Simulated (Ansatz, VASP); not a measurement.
**One calculation of BP, two programs**

INCAR

```
SYSTEM = BP
ALGO     = Normal         ! electronic algorithm
EDIFF    = 1E-7           ! SCF threshold, eV
ENCUT    = 520            ! plane-wave cutoff, eV
GGA      = PE             ! functional
ISIF     = 2              ! what is computed and relaxed
ISMEAR   = 0              ! smearing method
LASPH    = .True.         ! aspherical terms in the spheres
LCHARG   = .True.         ! write CHGCAR
LELF     = .True.         ! ELF
LREAL    = .False.        ! projectors in reciprocal space
LVHAR    = .True.       
LWAVE    = .False.        ! write WAVECAR
NBANDS   = 11             ! bands
NELM     = 80             ! most SCF steps
PREC     = Accurate       ! precision mode
SIGMA    = 0.05           ! smearing width, eV
```

Contents of KPOINTS:

```
k-points
0
Gamma
  10 10 10
  0 0 0
```

POSCAR

```
BP
1.0
    0.0000000000      2.2059273111      2.3082641451
    2.2059273111      0.0000000000      2.3082641451
    2.2059273111      2.2059273111      0.0000000000
B P
1 1
Direct
    0.0000000000      0.0000000000      0.0000000000
    0.7500000000      0.7500000000      0.7500000000
```

Input for Ansatz:

```yaml
crystal:
  lattice:
    - [0.0, 2.2059273111, 2.3082641451]
    - [2.2059273111, 0.0, 2.3082641451]
    - [2.2059273111, 2.2059273111, 0.0]
  atoms:
    - { symbol: B, position: [0.0, 0.0, 0.0] }
    - { symbol: P, position: [0.75, 0.75, 0.75] }
basis:
  ecutwfc: 420
kpoints:
  mp_grid: { grid: [10, 10, 10] }
hamiltonian:
  xc: pbe
scf:
  occupations: { method: gaussian, width: 0.05 }
output:
  forces: true
  stress: true
  eigenvalues: true
```

Change from the starting cell: strain -0.030 along x and y, +0.015 along z, atoms carried along.

Alike in both runs: task single point; functional PBE; k mesh 10 × 10 × 10; occupations gaussian, width 0.05 eV; no spin polarisation.

```csv
,VASP,Ansatz
version,VASP 6.6.1,Ansatz 0.2.0
potentials or method,"VASP PAW PBE potentials, release 64 (B, P)","scalar-relativistic, plane waves, PAW"
plane-wave cutoff (eV),520,420
valence electrons in the cell,8,8
```

```csv
,VASP,Ansatz,Ansatz less VASP
gap on the k mesh at the Fermi level (eV),0.84,0.84,+0.005
least direct gap on the mesh (eV),3.23,3.23,+0.004
pressure (GPa),7.8,8.1,+0.27
largest component of the traceless stress (GPa),8.89,8.87,-0.015
```

With one functional, cell and mesh, what is left measures potentials, basis and numerics.

A k mesh can miss the band edges.
